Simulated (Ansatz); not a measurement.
Space group P4/mmm (No. 123). a = 2.892 Å, b = 2.892 Å, c = 3.588 Å, α = 90.00°, β = 90.00°, γ = 90.00°
| atom | site | symmetry | x | y | z |
| --- | --- | --- | --- | --- | --- |
| Cu | 1d | 4/mmm | 0.5000 | 0.5000 | 0.5000 |
| Au | 1a | 4/mmm | 0.0000 | 0.0000 | 0.0000 |

Equation of state of this CuAu structure (not necessarily the ground state), with shape and atoms relaxed at each volume where symmetry leaves them free. It has no gap at any of these volumes. The calculation used Ansatz, DFT PBE, scalar-relativistic, plane waves, PAW.

Cutoff 420 eV; k points 14×14×12 on the computed 2-atom cell (Γ-centred); Gaussian smearing, width 0.10 eV; no spin polarisation.

```tsv
V (Å³/atom)	E − E(largest V) (meV/atom)	P (GPa)
13.203	70.03	25.31
13.653	10.95	17.06
14.103	-27.09	10.29
14.553	-47.80	4.63
15.003	-54.03	-0.04
15.453	-48.31	-3.88
15.903	-32.81	-7.03
16.503	0.00	-10.33
```

**Question.** Fit a third-order Birch–Murnaghan equation to E(V).

**Answer.** V0 = 15.00 Å³/atom, B0 = 141 GPa, B0' = 5.4.

Spin-orbit coupling is left out, which matters for the bands of heavy elements.

Cost: 8 runs of about 4.5 core-minutes in all, on Arm Neoverse V1 (shared hosts).